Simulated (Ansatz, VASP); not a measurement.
# Se in VASP and in Ansatz

```
CELL_PARAMETERS angstrom
4.32594 0.00000 0.00000
-2.16297 3.74637 0.00000
0.00000 0.00000 4.91623
ATOMIC_POSITIONS crystal
Se 0.78300 0.78300 0.50000
Se 0.00000 0.21700 0.83333
Se 0.21700 0.00000 0.16667
```

Change from the starting cell: volume scaled by 0.98.

Alike in both runs: task single point; functional PBE; k mesh 7 × 7 × 6; occupations fermi-dirac, width 0.05 eV; no spin polarisation.

|  | VASP | Ansatz |
| --- | --- | --- |
| version | VASP 6.6.1 | Ansatz 0.2.0 |
| potentials or method | VASP PAW PBE potentials, release 64 (Se) | Ansatz PAW |
| plane-wave cutoff (eV) | 520 | 420 |
| valence electrons in the cell | 18 | 48 |

|  | VASP | Ansatz | Ansatz less VASP |
| --- | --- | --- | --- |
| gap on the k mesh at the Fermi level (eV) | 1.18 | 1.19 | +0.015 |
| least direct gap on the mesh (eV) | 1.40 | 1.42 | +0.017 |
| pressure (GPa) | 7.2 | 7.0 | -0.20 |
| largest component of the traceless stress (GPa) | 2.54 | 2.46 | -0.083 |
| rms of the force components (eV/Å) | 0.836 | 0.808 | -0.0282 |

Atom by atom the forces differ by 0.028 eV/Å (rms over components). The two sets of potentials don't hold the same shells in valence.

Caveats: forces of over 1 eV/Å show positions far from the minimum, so gaps and moduli don't describe the material at rest; an odd mesh through Γ misses points on the zone boundary, where band edges often lie (VASP); odd divisions of the mesh miss points on the zone boundary, where band edges often lie, so the gap on the mesh can be too wide (Ansatz).
